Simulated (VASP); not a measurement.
Energy against volume of BeO (wurtzite). All values below come from SCAN meta-GGA, VASP's PBE PAW potentials (set 64) (plane waves; VASP). Settings: 520 eV cut-off, 9×9×5 Γ-centred mesh, Gaussian smearing of 0.050 eV, potentials Be O.

Shape and ions are relaxed at each volume.

| V (Å³/atom) | E (eV/atom) |
|---|---|
| 6.620 | -8.33186 |
| 6.825 | -8.33693 |
| 7.029 | -8.33323 |
| 7.234 | -8.32182 |

Question: Fit these four points and predict the energy of the run at 6.415 Å³/atom.

Answer: A cubic in V^(−2/3), the third-order Birch-Murnaghan form, passes through the four points with V0 = 6.84 Å³/atom and B0 = 228 GPa, and gives -8.3167 eV/atom there. The run gave -8.3165 eV/atom, +0.2 meV/atom from the fit; all five points give B0 = 229 GPa.

The compound is BeO in the wurtzite structure. It was relaxed first.
